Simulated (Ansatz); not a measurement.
HfO2: enthalpy against pressure

HfO2, P4_2/nmc, a = 3.604 Å, c = 5.264 Å. This isn't the usual stable structure of the compound. Ansatz: PBE, PAW, 420 eV, Γ-centred 6×6×4 mesh on 6 atoms, Gaussian smearing 0.02 eV; no spin polarisation. Cell and atoms are relaxed at each pressure, and no other structure is tried, so the rows at high pressure may lie past a change of phase. y is the enthalpy over the state at zero pressure; there V0 = 11.397 Å³/atom. The pressures are the targets, met within 0.06 GPa.

```
P (GPa) y (eV/atom)
   -2.0      -0.1432
    0.0       0.0000
    2.0       0.1415
    5.0            ?
   10.0       0.6928
   20.0       1.3551
   40.0       2.6124
```

Problem. Fit y = c1 P + c2 P² + c3 P³ to the other rows, say what c1 and c2 mean, and predict the missing value.

Solution. Least squares on the rows shown. y = 0.071075 P − 0.00018828 P² + 1.1043×10⁻⁶ P³. Since dH/dP = V, c1 is V0: 0.071075 eV/GPa × 160.2 = 11.386 Å³ against 11.397; c2 = −V0/(2B0) gives B0 = 189 GPa, where a Birch–Murnaghan fit to the volumes of the same runs (not shown) gives 170 GPa: a cubic over this range folds the higher terms into c2. At P = 5.0 the fit asked for gives 0.3508 eV/atom. The run gave 0.3508 eV/atom, the same to the digits shown.

The mesh isn't the same in all rows (6×6×4, 8×8×6). Spin–orbit coupling is left out, which can shift energies with elements as heavy as these.